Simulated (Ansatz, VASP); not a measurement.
Two plane-wave programs on SiC

The input INCAR:

```
  PREC = Accurate
  ENCUT = 520
  EDIFF = 1E-7
  ISMEAR = 0
  SIGMA = 0.05
  LREAL = False
  LASPH = True
  NELM = 80
  ALGO = Normal
  ISIF = 2
  LWAVE = False
  LCHARG = False
  GGA = PE
  NBANDS = 16
```

File KPOINTS:

```
Automatic mesh
0
Gamma
  12 12 6
```

The input POSCAR:

```
SiC
1.0
    2.8444250947      0.0000000000      0.0000000000
   -1.4222125473      2.4633443912      0.0000000000
    0.0000000000      0.0000000000      5.0740211774
Si C
2 2
Direct
    0.3333333333      0.6666666667      0.0045635313
    0.6666666667      0.3333333333      0.5045635313
    0.3333333333      0.6666666667      0.3804364687
    0.6666666667      0.3333333333      0.8804364687
```

Input for Ansatz:

```yaml
crystal:
  lattice:
    - [2.8444250947, 0.0, 0.0]
    - [-1.4222125473, 2.4633443912, 0.0]
    - [0.0, 0.0, 5.0740211774]
  atoms:
    - { symbol: Si, position: [0.3333333333, 0.6666666667, 0.0045635313] }
    - { symbol: Si, position: [0.6666666667, 0.3333333333, 0.5045635313] }
    - { symbol: C, position: [0.3333333333, 0.6666666667, 0.3804364687] }
    - { symbol: C, position: [0.6666666667, 0.3333333333, 0.8804364687] }
basis:
  ecutwfc: 420
kpoints:
  mp_grid: { grid: [12, 12, 6] }
hamiltonian:
  xc: pbe
scf:
  occupations: { method: gaussian, width: 0.05 }
output:
  forces: true
  stress: true
  eigenvalues: true
  write_density: true
  write_potential: true
  elf: true
  volumetric_format: npy
```

Change from the starting cell: strain -0.080 along x and y, +0.000 along z, atoms carried along.

Alike in both runs: task single point; functional PBE; k mesh 12 × 12 × 6; occupations gaussian, width 0.05 eV; no spin polarisation.

|  | VASP | Ansatz |
| --- | --- | --- |
| version | VASP 6.6.1 | Ansatz 0.2.0 |
| potentials or method | VASP PAW PBE potentials, release 64 (Si, C) | scalar-relativistic, plane waves, PAW |
| plane-wave cutoff (eV) | 520 | 420 |
| valence electrons in the cell | 16 | 16 |

|  | VASP | Ansatz | Ansatz less VASP |
| --- | --- | --- | --- |
| gap on the k mesh at the Fermi level (eV) | 1.57 | 1.58 | +0.010 |
| least direct gap on the mesh (eV) | 4.59 | 4.60 | +0.010 |
| pressure (GPa) | 52.2 | 52.4 | +0.15 |
| largest component of the traceless stress (GPa) | 43.81 | 43.64 | -0.172 |
| rms of the force components (eV/Å) | 0.797 | 0.799 | +0.0024 |

Atom by atom the forces differ by 0.002 eV/Å (rms over components). With one functional, cell and mesh, what is left measures potentials, basis and numerics.

Caveats: so large a pressure means that the cell lies far from this level's equilibrium, or that cutoff or potentials fall short (VASP); forces of over 1 eV/Å show positions far from the minimum, so gaps and moduli don't describe the material at rest. A k mesh can miss the band edges.
